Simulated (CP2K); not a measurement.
## HfO2: atomic charges with PBE

**What was measured.**

From “Temperature dependence of self-trapped exciton luminescence in nanostructured hafnia powder”, 2021, arxiv:2112.02602, for a bulk crystal of HfO2: band gap 5.54 eV (indirect).

The system is HfO2.

```
Hf O
1.0
     5.11800    0.00000    0.00000
     0.00000    5.18570    0.00000
    -0.85866    0.00000    5.21387
Hf O
4 8
Cartesian
  0.8021 2.3870 3.6914
  3.0279 4.9798 4.1294
  3.4573 2.7987 1.5224
  1.2314 0.2059 1.0845
  -0.3473 0.8733 4.4146
  4.1773 3.4661 3.4062
  4.6066 4.3124 0.7993
  0.0821 1.7196 1.8076
  1.4549 3.8473 5.1101
  2.3751 1.2544 2.7107
  2.8045 1.3384 0.1038
  1.8842 3.9313 2.5032
```

```yaml
Program: CP2K 2026.2
Task: atomic charges
Functional: PBE
Potentials_or_basis: POTENTIAL_UZH Hf GTH-PBE-q12, O GTH-PBE-q6; DZVP-MOLOPT-PBE-GTH basis
Density_cutoff: 11565 eV
k_mesh: 4 × 4 × 4
Occupations: fermi-dirac, width 0.05 eV
Spin: no spin polarisation
SCF_solver: diagonalisation with k points
Quickstep_method: GPW
EPS_DEFAULT: 1.0E-10
EPS_SCF: 1.0E-6
MAX_SCF: 100
SCF_GUESS: ATOMIC
k_points_reduced_by_the_point_group: yes
Mesh_centred_on_Gamma: yes
CHOLESKY: OFF
EPS_EIGVAL: 1.0E-7
MIXING_METHOD: BROYDEN_MIXING
MIXING_ALPHA: 0.4
NBUFFER: 8
NGRIDS: 4
Basis_sets: Hf DZVP-MOLOPT-PBE-GTH-q12, O DZVP-MOLOPT-PBE-GTH-q6
Potentials: Hf GTH-PBE-q12 of POTENTIAL_UZH, O GTH-PBE-q6 of POTENTIAL_UZH
ADDED_MOS: "[42]"
Hirshfeld_SHAPE_FUNCTION: DENSITY
VORONOI_RADII: UNITY
REL_CUTOFF_Ry: 60 Ry
MIXING_BETA_1/bohr: 1.5 1/bohr
CUTOFF_of_the_grids: 850 Ry
```

```json
{
 "Pressure": "0.1 GPa",
 "Largest force": "0.399 eV/Å",
 "Band gap on the k mesh": "4.13 eV, indirect (least direct gap 4.21 eV)",
 "Mulliken charges": "Hf +1.56; O -0.71, -0.85 e",
 "Hirshfeld charges": "Hf +0.65; O -0.34, -0.32 e",
 "Voronoi charges": "Hf +2.79; O -1.38, -1.41 e"
}
```

Forces in eV/Å, atoms in the order of the input:
```
Hf  -0.047 -0.048  0.002
Hf   0.047 -0.048 -0.002
Hf   0.047  0.048 -0.002
Hf  -0.047  0.048  0.002
O   -0.352 -0.166 -0.089
O    0.352 -0.166  0.089
O    0.352  0.166  0.089
O   -0.352  0.166 -0.089
O   -0.077  0.033 -0.096
O    0.077  0.033  0.096
O    0.077 -0.033  0.096
O   -0.077 -0.033 -0.096
```

Stress tensor (GPa, compression positive):
```
 0.21  0.00  0.44
 0.00 -0.66  0.00
 0.44  0.00  0.80
```

Levels at points of the mesh, in eV from the valence-band top:
```tsv
k point	band 45	band 46	band 47	band 48	band 49	band 50	band 51	band 52
(0.00, 0.00, 0.00)	-0.62	-0.62	-0.24	0.00	4.58	5.11	5.32	5.52
(0.00, 0.00, 0.50)	-0.89	-0.89	-0.52	-0.52	4.81	4.81	5.25	5.25
(0.00, 0.50, 0.00)	-0.83	-0.83	-0.47	-0.47	5.10	5.10	5.61	5.61
(0.00, 0.50, 0.50)	-0.93	-0.93	-0.70	-0.70	4.99	4.99	5.17	5.17
(0.50, 0.00, 0.00)	-0.77	-0.62	-0.53	-0.09	4.13	5.18	5.24	5.32
(0.50, 0.00, 0.50)	-1.04	-1.04	-0.52	-0.52	4.44	4.44	5.56	5.56
(0.50, 0.50, 0.00)	-0.97	-0.97	-0.62	-0.62	4.84	4.84	5.30	5.30
(0.50, 0.50, 0.50)	-1.10	-1.10	-0.80	-0.80	4.61	4.61	5.32	5.32
```

Run time: 2.5 min on 1 thread of Arm Neoverse V2 (shared host), peak memory 1.1 GiB.

Measured gap of HfO2: 5.54 eV (indirect; quoted in “Temperature dependence of self-trapped exciton luminescence in nanostructured hafnia powder”, 2021, arxiv:2112.02602). This calculation gives 4.13 eV (-1.41 eV). Spin-orbit coupling on Hf is left out. The value is that of PBE in an atomic basis (POTENTIAL_UZH Hf GTH-PBE-q12, O GTH-PBE-q6; DZVP-MOLOPT-PBE-GTH basis), whose error adds to the functional's, on a finite k mesh, which can miss the band edges, without temperature or zero-point motion. Semilocal functionals fall short of measured gaps as a rule.

Caveat: Mulliken charges move with the basis; spin-orbit coupling is left out, which moves the levels of the heavy elements; the basis of atomic orbitals isn't converged, which shifts pressures, moduli and gaps.
